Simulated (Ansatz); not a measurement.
Pb:

```xyz
2
Lattice="3.0386 -1.7503 0.0000 3.0386 1.7503 0.0000 -2.1155 0.0000 6.0952" Properties=species:S:1:pos:R:3 pbc="T T T"
Pb    3.9848    0.0000    4.4269
Pb   -0.0230    0.0000    1.6683
```

This isn't the form of Pb at room conditions, which is fcc.

* Program: Ansatz 0.2.0
* Task: single point
* Functional: PBE
* Potentials or basis: all-electron LAPW, scalar-relativistic
* Cutoff: 174 eV (chosen from the basis error)
* Basis error allowed: 0.001 eV/atom
* k mesh: 9 × 9 × 5
* Occupations: fermi-dirac, width 0.05 eV
* Spin: no spin polarisation

On this cell: pressure 0.8 GPa; largest force 0.079 eV/Å; band gap on the k mesh none (metal or under the smearing width).

The same run follows on a disturbed copy (atoms moved at random, drawn with an rms of 0.05 Å):

```
CELL_PARAMETERS angstrom
3.03861 -1.75032 0.00000
3.03861 1.75032 0.00000
-2.11546 0.00000 6.09522
ATOMIC_POSITIONS crystal
Pb 0.89920 0.91261 0.72889
Pb 0.09341 0.08248 0.27147
```

Question: What does the disturbed cell give?

Answer: The energy (extrapolated to zero smearing) moves by +1.8 meV/atom; pressure 0.7 GPa; largest force 0.146 eV/Å; band gap on the k mesh none (metal or under the smearing width).

Forces on the atoms (eV/Å):
```
Pb   0.029 -0.011 -0.142
Pb  -0.029  0.011  0.142
```

Stress tensor (GPa, compression positive):
```
 0.67 -0.06 -0.01
-0.06  0.67 -0.12
-0.01 -0.12  0.75
```
